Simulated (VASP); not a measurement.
WC: single point with PBE0(alpha)

WC:

```
W C
1.0
     0.00000    2.88680    2.88680
     2.88680    0.00000    2.88680
     2.88680    2.88680    0.00000
W C
2 2
Direct
  0.50000 0.50000 0.50000
  0.75000 0.75000 0.75000
  0.00000 0.00000 0.00000
  0.25000 0.25000 0.25000
```

The cell was built by a generator and needn't be a form met in nature.

```json
{
 "Program": "VASP 6.6.1",
 "Task": "single point",
 "Functional": "PBE0(alpha)",
 "Potentials or basis": "VASP PAW PBE potentials, release 64 (W_sv, C)",
 "Cutoff": "520 eV",
 "k mesh": "4 × 4 × 4",
 "Occupations": "fermi-dirac, width 0.05 eV",
 "Spin": "no spin polarisation"
}
```

The pressure is -2.4 GPa and the band gap on the k mesh is none (metal or under the smearing width).

Levels at points of the mesh, in eV from the Fermi level:
```
           k point  band 16  band 17  band 18  band 19  band 20  band 21
(0.00, 0.00, 0.00)    -3.59    -3.59    -3.59     1.06     1.35     1.35
(0.50, 0.00, 0.00)    -2.98     0.20     0.20     1.61     1.61     1.62
(0.50, 0.50, 0.00)    -2.35    -0.79    -0.79    -0.50    -0.50     0.27
```

Wall time 11 min on 1 thread of Intel(R) Xeon(R) 6975P-C (Granite Rapids) (shared host), peak memory 0.16 GiB.

Caveat: the k mesh is coarse (spacing up to 0.47 Å⁻¹), so the values aren't converged, least of all with exact exchange; the PAW data sets were made with another functional, which shifts forces and pressure a little. The run has no spin-orbit coupling, so splittings on W are missing.
